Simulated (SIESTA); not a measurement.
ZrN:

```
CELL_PARAMETERS angstrom
0.00000 2.30000 2.30000
2.30000 0.00000 2.30000
2.30000 2.30000 0.00000
ATOMIC_POSITIONS crystal
Zr 0.50000 0.50000 0.50000
N 0.00000 0.00000 0.00000
```

Base run:

| Property | Result |
| --- | --- |
| Program | SIESTA 5.4.2 |
| Functional | AM05 |
| Potentials or basis | PseudoDojo 0.4 standard (PBEsol files) |
| Basis | DZP (energy shift 0.003 Ry; two zetas on semicore shells) |
| Grid cutoff | 800 Ry |
| Energy shift | 0.003 Ry |
| k mesh | 10 × 10 × 10 |
| Occupations | fermi-dirac, width 0.05 eV |
| Spin | no spin polarisation |

Its results: band gap on the k mesh none (metal or under the smearing width); pressure -4.6 GPa.

Question: After a change of settings the same cell gave: band gap on the k mesh none (metal or under the smearing width); pressure -3.2 GPa. Which change was it?
A. functional from AM05 to PBEsol
B. functional from AM05 to WC
C. functional from AM05 to RPBE; potentials or basis from PseudoDojo 0.4 standard (PBEsol files) to PseudoDojo 0.4 standard (PBE files)
D. functional from AM05 to PW91; potentials or basis from PseudoDojo 0.4 standard (PBEsol files) to PseudoDojo 0.4 standard (PBE files)

Answer: B.

Caveats: the potentials were made for another functional, which shifts forces and pressure; the basis of atomic orbitals isn't converged, which shifts pressures, moduli and gaps.

Runs at the PBE level aren't shown here.
